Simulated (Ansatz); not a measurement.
# What TaO2 monolayer (2H) distorts into, part 2 of 3

Which phase does TaO2 monolayer (2H) fall into along its unstable mode, and how much energy does it gain?

Ansatz 0.2.0; DFT PBE, scalar-relativistic, plane waves, PAW.

So far, highest frequency on the path or at a solved wavevector (cm⁻¹): step 2 (response at finite wavevector) 673. Also lowest frequency on the path (cm⁻¹): step 2 -415.

### Step 6. Relaxing from the distorted cell

Starting from the lowest point found, all atoms and the cell are let go, so that strain and other modes of the same symmetry can join in.

Contents of input.yaml:

```yaml
crystal:
  lattice:
    - [2.9759263965, 0.0, 0.0]
    - [-1.4879631983, 2.5772278592, 0.0]
    - [0.0, 0.0, 28.7]
  atoms:
    - { symbol: Ta, position: [0.3308036488, 0.666323821, 0.3484320557] }
    - { symbol: O, position: [0.6809719685, 0.3352721167, 0.3895865117] }
    - { symbol: O, position: [0.6809719685, 0.3352721167, 0.3072775997] }
  periodic: [true, true, false]
kpoints:
  mp_grid: { grid: [18, 18, 1] }
hamiltonian:
  xc: pbe
scf:
  occupations: { method: methfessel_paxton, width: 0.15 }
output:
  forces: true
  stress: true
  eigenvalues: true
  write_density: true
  write_potential: true
  elf: true
  volumetric_format: npy
relax:
  adjacent_minimum: "off"
  f_tol: 0.002
  max_steps: 120
  cell: { stress_2d_tol: 0.005 }
```

Launch:

```console
$ ansatz run input.yaml --threads 8 --pin off --max-ram 14336MiB --backend cpu --events-out ev --progress --plain --runs-dir out
```

Numbers of over 12 decimals in the logs are rounded to 6 here.

The log of the run:

```text
[...]
Crystal: 3 atoms, lattice volume = 220.119 Å³
Basis set: ecut = 420 eV, 4187 PW (Γ), exchange–correlation on 40×40×384 points (8 copies of the dense FFT grid, shifted against one another)
Bands: 17, of which v1, the nominal top of the filled ones, is band 13 counted from 1 (12 counted from 0)
Symmetry: 2 space group operations
[...]
k-points: 164 of 324 (time reversal used)
[...]
SCF iter   1: F=—  HF=-11069.083342 eV  |F-HF|=—  |Δ(HF+E_count)|=         —  Δρ=3.19e-3  dr2=1.16e-2  ethr=1.77e-3  ⟨swp⟩=11.6  Hψ=24020  notcnv=0
[...]
SCF iter   6: F=-11069.085214 eV  HF=-11069.085213 eV  |F-HF|=1.61e-7  |Δ(HF+E_count)|=   3.89e-7  S|Δr|=    0.00e0  Δρ=5.56e-6  dr2=8.50e-8  ethr=4.00e-10  ⟨swp⟩=21.6  Hψ=38227  notcnv=0
SCF 1 converged in 6 iterations: F = -11069.085214 eV  dr2 = 8.50e-8
[...]
relax step   1: F+E_penalty+E_count = -11069.08521354 eV  Δ(F+E_penalty+E_count) = +0.000e0 eV  max|allowed force component| = 2.613e-1 eV/Å  Δτ_max = 0.0000 Å  P = +0.079 N/m  Ω = 220.119 Å³  fix = [c, alpha, beta]  reactions: c -0.000 N/m  (6 SCF iters, dr2 threshold 1.00e-7 eV, accepted)
Crystal: 3 atoms, lattice volume = 219.978 Å³
[...]
iter 1 solved again at ethr=2.98e-6 eV; its pass at ethr=3.10e-3 eV (dr2=7.46e-4 eV) is discarded
[...]
SCF iter   5: F=-11069.091537 eV  HF=-11069.091537 eV  |F-HF|=1.75e-7  |Δ(HF+E_count)|=   4.27e-7  S|Δr|=    0.00e0  Δρ=4.69e-6  dr2=5.34e-8  ethr=1.20e-9  ⟨swp⟩=21.4  Hψ=34407  notcnv=0
SCF 2 converged in 5 iterations: F = -11069.091537 eV  dr2 = 5.34e-8
relax step   2: F+E_penalty+E_count = -11069.09153743 eV  Δ(F+E_penalty+E_count) = -6.324e-3 eV  max|allowed force component| = 1.117e-1 eV/Å  Δτ_max = 0.0126 Å  P = -0.025 N/m  Ω = 219.978 Å³  energy of the carried Pulay correction = +9.916e-5 eV  fix = [c, alpha, beta]  reactions: c +0.000 N/m  (5 SCF iters, dr2 threshold 3.00e-7 eV, accepted)
Crystal: 3 atoms, lattice volume = 219.963 Å³
Basis set: ecut = 420 eV, 4183 PW (Γ), exchange–correlation on 40×40×384 points (8 copies of the dense FFT grid, shifted against one another)
[...]
SCF iter   4: F=-11069.092609 eV  HF=-11069.092609 eV  |F-HF|=1.31e-7  |Δ(HF+E_count)|=   6.53e-7  S|Δr|=    0.00e0  Δρ=6.37e-6  dr2=8.16e-8  ethr=1.20e-9  ⟨swp⟩=22.1  Hψ=35086  notcnv=0
SCF 3 converged in 4 iterations: F = -11069.092609 eV  dr2 = 8.16e-8
relax step   3: F+E_penalty+E_count = -11069.09260902 eV  Δ(F+E_penalty+E_count) = -1.072e-3 eV  max|allowed force component| = 9.078e-2 eV/Å  Δτ_max = 0.0043 Å  P = +0.009 N/m  Ω = 219.963 Å³  energy of the carried Pulay correction = +1.095e-4 eV  fix = [c, alpha, beta]  reactions: c +0.000 N/m  (4 SCF iters, dr2 threshold 3.00e-7 eV, accepted)
[... from here on, the SCF cycles and remarks between the steps are left out ...]
relax step   4: F+E_penalty+E_count = -11069.09343033 eV  Δ(F+E_penalty+E_count) = -8.213e-4 eV  max|allowed force component| = 4.872e-2 eV/Å  Δτ_max = 0.0109 Å  P = -0.007 N/m  Ω = 220.091 Å³  energy of the carried Pulay correction = +1.968e-5 eV  fix = [c, alpha, beta]  reactions: c -0.000 N/m  (5 SCF iters, dr2 threshold 3.00e-7 eV, accepted)
relax step   5: F+E_penalty+E_count = -11069.09358692 eV  Δ(F+E_penalty+E_count) = -1.566e-4 eV  max|allowed force component| = 2.235e-2 eV/Å  Δτ_max = 0.0025 Å  P = -0.016 N/m  Ω = 220.037 Å³  energy of the carried Pulay correction = +5.755e-5 eV  fix = [c, alpha, beta]  reactions: c -0.000 N/m  (4 SCF iters, dr2 threshold 1.48e-7 eV, accepted)
relax step   6: F+E_penalty+E_count = -11069.09369686 eV  Δ(F+E_penalty+E_count) = -1.099e-4 eV  max|allowed force component| = 1.517e-2 eV/Å  Δτ_max = 0.0033 Å  P = +0.082 N/m  Ω = 219.956 Å³  energy of the carried Pulay correction = +1.141e-4 eV  fix = [c, alpha, beta]  reactions: c +0.000 N/m  (4 SCF iters, dr2 threshold 3.12e-8 eV, accepted)
relax step   7: F+E_penalty+E_count = -11069.09360841 eV  Δ(F+E_penalty+E_count) = +8.845e-5 eV  max|allowed force component| = 2.157e-3 eV/Å  Δτ_max = 0.0004 Å  P = -0.040 N/m  Ω = 220.101 Å³  energy of the carried Pulay correction = +1.260e-5 eV  fix = [c, alpha, beta]  reactions: c -0.000 N/m  (4 SCF iters, dr2 threshold 1.44e-8 eV, accepted)
relax step   8: F+E_penalty+E_count = -11069.09365584 eV  Δ(F+E_penalty+E_count) = -4.743e-5 eV  max|allowed force component| = 1.268e-3 eV/Å  Δτ_max = 0.0002 Å  P = +0.004 N/m  Ω = 220.037 Å³  energy of the carried Pulay correction = +5.751e-5 eV  fix = [c, alpha, beta]  reactions: c +0.000 N/m  (4 SCF iters, dr2 threshold 3.37e-9 eV, accepted)
relax step   9: F+E_penalty+E_count = -11069.09365070 eV  Δ(F+E_penalty+E_count) = +5.141e-6 eV  max|allowed force component| = 9.391e-5 eV/Å  Δτ_max = 0.0001 Å  P = +0.000 N/m  Ω = 220.044 Å³  energy of the carried Pulay correction = +5.222e-5 eV  fix = [c, alpha, beta]  reactions: c +0.000 N/m  (4 SCF iters, dr2 threshold 4.68e-11 eV, accepted)
relax step  10: F+E_penalty+E_count = -11069.09368163 eV  Δ(F+E_penalty+E_count) = -3.093e-5 eV  max|allowed force component| = 1.853e-4 eV/Å  Δτ_max = 0.0000 Å  P = +0.001 N/m  Ω = 220.044 Å³  fix = [c, alpha, beta]  reactions: c -0.000 N/m  stress off target by 3.12e-2 N/m on what of the cell is left free  SCF on the basis re-selected at this cell (its energy is not comparable with the rows above)  (7 SCF iters)
relax step  11: F+E_penalty+E_count = -11069.09368806 eV  Δ(F+E_penalty+E_count) = -6.425e-6 eV  max|allowed force component| = 1.101e-3 eV/Å  Δτ_max = 0.0001 Å  P = +0.001 N/m  Ω = 220.039 Å³  energy of the carried Pulay correction = +3.449e-6 eV  fix = [c, alpha, beta]  reactions: c -0.000 N/m  (4 SCF iters, dr2 threshold 1.59e-9 eV, accepted)
relax step  12: F+E_penalty+E_count = -11069.09369149 eV  Δ(F+E_penalty+E_count) = -3.435e-6 eV  max|allowed force component| = 1.105e-3 eV/Å  Δτ_max = 0.0000 Å  P = +0.000 N/m  Ω = 220.039 Å³  fix = [c, alpha, beta]  reactions: c -0.000 N/m  stress off target by 5.28e-3 N/m on what of the cell is left free  SCF on the basis re-selected at this cell (its energy is not comparable with the rows above)  (7 SCF iters)
relax step  13: F+E_penalty+E_count = -11069.09368730 eV  Δ(F+E_penalty+E_count) = +4.188e-6 eV  max|allowed force component| = 8.405e-3 eV/Å  Δτ_max = 0.0006 Å  P = -0.004 N/m  Ω = 220.040 Å³  energy of the carried Pulay correction = -5.911e-7 eV  fix = [c, alpha, beta]  (6 SCF iters, dr2 threshold 4.57e-11 eV, rejected (line search))
relax step  14: F+E_penalty+E_count = -11069.09369294 eV  Δ(F+E_penalty+E_count) = -1.447e-6 eV  max|allowed force component| = 3.743e-4 eV/Å  Δτ_max = 0.0001 Å  P = +0.001 N/m  Ω = 220.037 Å³  energy of the carried Pulay correction = +1.311e-6 eV  fix = [c, alpha, beta]  reactions: c +0.000 N/m  (8 SCF iters, accepted)
[...]
SCF iter  10: F=-11069.093694 eV  HF=-11069.093694 eV  |F-HF|=7.28e-12  |Δ(HF+E_count)|=  1.82e-12  S|Δr|=    0.00e0  Δρ=4.85e-9  dr2=2.91e-14  ethr=1.00e-12  ⟨swp⟩=10.2  Hψ=21964  notcnv=0
SCF 15 converged in 10 iterations: F = -11069.093694 eV  dr2 = 2.91e-14
relax step  15: F+E_penalty+E_count = -11069.09369419 eV  Δ(F+E_penalty+E_count) = -1.254e-6 eV  max|allowed force component| = 3.750e-4 eV/Å  Δτ_max = 0.0000 Å  P = +0.001 N/m  Ω = 220.037 Å³  fix = [c, alpha, beta]  reactions: c +0.000 N/m  stress off target by 1.21e-3 N/m on what of the cell is left free  SCF on the basis re-selected at this cell (its energy is not comparable with the rows above)  (10 SCF iters)
[...]
WARN: The output density's exchange-correlation potential varies sharply where the density is thin. Do not read a vacuum level from v_tot or v_xc, or from such a field of the output density. On a cell that repeats whose density bears no net charge and no dipole along the vacuum's axis use v_es (v_loc + v_h of the components); under efield.dipole_correction with no amplitude use v_es + v_field, which holds any externa [...]
SCF converged after 10 iterations
[...]
Free energy (F): -11069.093694 eV
[...]
Internal energy: -11069.092392 eV  (E = F + TS)
E sigma→0 (E₀):  -11069.093369 eV
Entropy (-TS):   -0.001302 eV (-0.434 meV/atom)
Fermi energy:    -6.692419 eV
[...]
--- Forces (eV/Å), atoms counted from 1 ---
  atom   1  Ta    -0.00022700     0.00037498    -0.00000000
  atom   2  O      0.00011351    -0.00018748    -0.00016589
  atom   3  O      0.00011351    -0.00018748     0.00016589
  max |Σ_I F_I| component: 2.93e-8 eV/Å
--- 2D stress c σ (N/m, compression-positive) ---
        0.001068       0.000388      -0.000000
        0.000388       0.000117      -0.000000
       -0.000000      -0.000000       0.000000
  P = ½ c Tr σ = 0.0006 N/m
--- Band table (eV; the first three rows and the last of 164) ---
  k-point 0: bands = [... 9 lower, -10.7633, -10.0251, -9.0394, -5.0366, -3.6903, -2.9198, -2.7015, -2.6665]
  k-point 1: bands = [... 9 lower, -10.8106, -10.1084, -8.9921, -5.0682, -3.6428, -2.8423, -2.7499, -2.5995]
  k-point 2: bands = [... 9 lower, -10.9401, -10.3140, -8.9020, -5.2775, -3.4112, -2.8557, -2.5727, -2.4383]
  k-point 163: bands = [... 9 lower, -11.7011, -10.1158, -8.9334, -6.3242, -2.3999, -2.0076, -1.3465, 0.2466]
--- Relaxed structure (12 steps of the walk, 11 accepted, 3 SCFs on fresh bases) ---
  F+E_penalty+E_count = -11069.09369419 eV   max|allowed force component| = 3.750e-4 eV/Å   (the final SCF, on the basis selected at the relaxed cell)
  cell:  # Å, volume = 220.0375 Å³
    - [2.985931, 0.018124, 0]
    - [-1.477270, 2.558679, 0]
    - [0, 0, 28.7]
  atoms:
    - { symbol: Ta, position: [0.322185, 0.657902, 0.348432] }
    - { symbol: O, position: [0.685281, 0.339483, 0.389668] }
    - { symbol: O, position: [0.685281, 0.339483, 0.307196] }
```

Run time: 2.4 min. Hardware: 8 threads of Arm Neoverse V2, shared host; peak memory 1 GiB; 19 min of CPU time.

Step by step:

| step | energy less that of the first step (eV) | largest force component (eV/Å) | volume (Å³) |
| --- | --- | --- | --- |
| 1 | 0.0000 | 0.2613 | 220.12 |
| 2 | -0.0063 | 0.1117 | 219.98 |
| 3 | -0.0074 | 0.0908 | 219.96 |
| 4 | -0.0082 | 0.0487 | 220.09 |
| 5 | -0.0084 | 0.0224 | 220.04 |
| 6 | -0.0085 | 0.0152 | 219.96 |
| 7 | -0.0084 | 0.0022 | 220.10 |
| 8 | -0.0084 | 0.0013 | 220.04 |
| 9 | -0.0084 | 0.0001 | 220.04 |
| 10* | -0.0085 | 0.0002 | 220.04 |
| 11 | -0.0085 | 0.0011 | 220.04 |
| 12* | -0.0085 | 0.0011 | 220.04 |
| 13 | -0.0085 | 0.0084 | 220.04 |
| 14 | -0.0085 | 0.0004 | 220.04 |
| 15* | -0.0085 | 0.0004 | 220.04 |

Relaxation steps marked * repeat the geometry before them on a plane-wave basis chosen anew for their cell, so energy and pressure can jump there. Relaxation step 13 was tried and not accepted.

Forces are held to the 2 operations that the run works with; a distortion that breaks them can't arise in this run.

| cell as run | before | after | change |
| --- | --- | --- | --- |
| a (Å) | 2.976 | 2.986 | +0.3 % |
| b (Å) | 2.976 | 2.955 | -0.7 % |
| γ (°) | 120.00 | 119.65 | -0.3 % |

The atoms that moved most (Å, along periodic axes as changes of fractional coordinates times the final cell, across vacuum about the mean position):

| atom | dx | dy | dz | length |
| --- | --- | --- | --- | --- |
| Ta1 | -0.013 | -0.022 | 0.000 | 0.025 |
| O2 | 0.007 | 0.011 | 0.002 | 0.013 |
| O3 | 0.007 | 0.011 | -0.002 | 0.013 |

The relaxed structure:

```
Ta O
1.0
     2.98593    0.01812    0.00000
    -1.47727    2.55868    0.00000
     0.00000    0.00000   28.70000
Ta O
1 2
Direct
  0.32219 0.65790 0.34843
  0.68528 0.33948 0.38967
  0.68528 0.33948 0.30720
```

This step gave:

| Quantity | Value |
| --- | --- |
| area per atom | 2.556 Å² |

Electrostatic potential energy in the ac plane at fractional y = 0.339, with atoms of O within 0.2 Å of it. With pseudopotentials it is smooth inside the atoms' cores, unlike the true potential.

Ten even steps from '_' (-30 eV) to '@' (0 eV), each cell a mean:
```
@@@@@@@@@@@@@@@@@@@@@@@@@@@@@@
@@@@@@@@@@@@@@@@@@@@@@@@@@@@@@
@@@@@@@@@@@@@@@@@@@@@@@@@@@@@@
@@@@@@@@@@@@@@@@@@@@@@@@@@@@@@
@@@@@@@@@@@@@@@@@@@@@@@@@@@@@@
@@@@@@@@@@@@@@@@@@@@@@@@@@@@@@
@@@@@@@@@@@@@@@@@@@@@@@@@@@@@@
@@@@@@@@@@@@@@@@@@@@@@@@@@@@@@
@@@@@@@@@@@@@@@@@@@@@@@@@@@@@@
@@@@@@@@@@@@@@@@@@@@@@@@@@@@@@
@@@@@@@@@@@@@@@@@@@@@@@@@@@@@@
@@@@@@@@@@@@@@@@@@@@@@@@@@@@@@
@@@@@@@@@@@@@@@@@@@@@@@@@@@@@@
@@@@@@@@@@@@@@@@@@@@@@@@@@@@@@
##############++..________::##
::..____..::==******++++**++==
####****######==..________::**
@@@@@@@@@@@@@@@@@@@@%%%%@@@@@@
@@@@@@@@@@@@@@@@@@@@@@@@@@@@@@
@@@@@@@@@@@@@@@@@@@@@@@@@@@@@@
@@@@@@@@@@@@@@@@@@@@@@@@@@@@@@
@@@@@@@@@@@@@@@@@@@@@@@@@@@@@@
@@@@@@@@@@@@@@@@@@@@@@@@@@@@@@
@@@@@@@@@@@@@@@@@@@@@@@@@@@@@@
```
Columns run along a (3.0 Å; values clipped at the 3rd and 97th percentile), rows up along c (28.7 Å). Atoms in or near the plane, at fractional coordinates: O at (0.69, 0.39), O at (0.69, 0.31).

ELF in the ac plane at fractional y = 0.339, with atoms of O within 0.2 Å of it. It is the smooth field of the valence electrons, not physical close to the nuclei.

Ten even steps from '0' (0.00) to '9' (0.81), each cell a mean:
```
000000000000000
000000000000000
000000000000000
000000000000000
000000000000000
000000000000000
000000000000000
000000000000000
000000000000000
000000000000000
000000000000000
000000000000000
000000000000000
100001245666553
620014799877998
235543234555432
521014799877998
200001356777654
000000000000000
000000000000000
000000000000000
000000000000000
000000000000000
000000000000000
```
Columns run along a (3.0 Å), rows up along c (28.7 Å). Atoms in or near the plane, at fractional coordinates: O at (0.69, 0.39), O at (0.69, 0.31).

Valence density in the ac plane at fractional y = 0.339, with atoms of O within 0.2 Å of it. It is the smooth field of the valence electrons, not physical close to the nuclei.

Values in e/Å³, 24 rows by 15 columns, each cell a mean:
```
0.0 0.0 0.0 0.0 0.0 0.0 0.0 0.0 0.0 0.0 0.0 0.0 0.0 0.0 0.0
0.0 0.0 0.0 0.0 0.0 0.0 0.0 0.0 0.0 0.0 0.0 0.0 0.0 0.0 0.0
0.0 0.0 0.0 0.0 0.0 0.0 0.0 0.0 0.0 0.0 0.0 0.0 0.0 0.0 0.0
0.0 0.0 0.0 0.0 0.0 0.0 0.0 0.0 0.0 0.0 0.0 0.0 0.0 0.0 0.0
0.0 0.0 0.0 0.0 0.0 0.0 0.0 0.0 0.0 0.0 0.0 0.0 0.0 0.0 0.0
0.0 0.0 0.0 0.0 0.0 0.0 0.0 0.0 0.0 0.0 0.0 0.0 0.0 0.0 0.0
0.0 0.0 0.0 0.0 0.0 0.0 0.0 0.0 0.0 0.0 0.0 0.0 0.0 0.0 0.0
0.0 0.0 0.0 0.0 0.0 0.0 0.0 0.0 0.0 0.0 0.0 0.0 0.0 0.0 0.0
0.0 0.0 0.0 0.0 0.0 0.0 0.0 0.0 0.0 0.0 0.0 0.0 0.0 0.0 0.0
0.0 0.0 0.0 0.0 0.0 0.0 0.0 0.0 0.0 0.0 0.0 0.0 0.0 0.0 0.0
0.0 0.0 0.0 0.0 0.0 0.0 0.0 0.0 0.0 0.0 0.0 0.0 0.0 0.0 0.0
0.0 0.0 0.0 0.0 0.0 0.0 0.0 0.0 0.0 0.0 0.0 0.0 0.0 0.0 0.0
0.0 0.0 0.0 0.0 0.0 0.0 0.0 0.0 0.0 0.0 0.0 0.0 0.0 0.0 0.0
0.0 0.0 0.0 0.0 0.0 0.0 0.0 0.1 0.1 0.2 0.2 0.2 0.1 0.1 0.1
0.4 0.2 0.1 0.1 0.2 0.3 0.5 1.1 2.4 4.3 5.4 5.0 3.5 1.7 0.8
0.6 0.9 1.1 1.1 0.9 0.6 0.5 0.5 0.6 0.7 0.8 0.8 0.7 0.5 0.5
0.4 0.2 0.2 0.2 0.2 0.3 0.5 1.1 2.5 4.3 5.4 5.1 3.5 1.8 0.8
0.0 0.0 0.0 0.0 0.0 0.0 0.1 0.1 0.2 0.3 0.4 0.4 0.3 0.2 0.1
0.0 0.0 0.0 0.0 0.0 0.0 0.0 0.0 0.0 0.0 0.0 0.0 0.0 0.0 0.0
0.0 0.0 0.0 0.0 0.0 0.0 0.0 0.0 0.0 0.0 0.0 0.0 0.0 0.0 0.0
0.0 0.0 0.0 0.0 0.0 0.0 0.0 0.0 0.0 0.0 0.0 0.0 0.0 0.0 0.0
0.0 0.0 0.0 0.0 0.0 0.0 0.0 0.0 0.0 0.0 0.0 0.0 0.0 0.0 0.0
0.0 0.0 0.0 0.0 0.0 0.0 0.0 0.0 0.0 0.0 0.0 0.0 0.0 0.0 0.0
0.0 0.0 0.0 0.0 0.0 0.0 0.0 0.0 0.0 0.0 0.0 0.0 0.0 0.0 0.0
```
Columns run along a (3.0 Å), rows up along c (28.7 Å). Atoms in or near the plane, at fractional coordinates: O at (0.69, 0.39), O at (0.69, 0.31).

The distorted start has space group Pm; the relaxation ends in Amm2.

[end of part 2 of 3]

[Logs are printed without paths, hosts, clocks, repeated set-up lines and the standing remarks that a program may print on its own settings, such as how far it seeks lower states.]

[Hosts, paths, dates, database ids (printed as entryN), source tags and the programs' standing remarks are cut or masked in the printed files.]
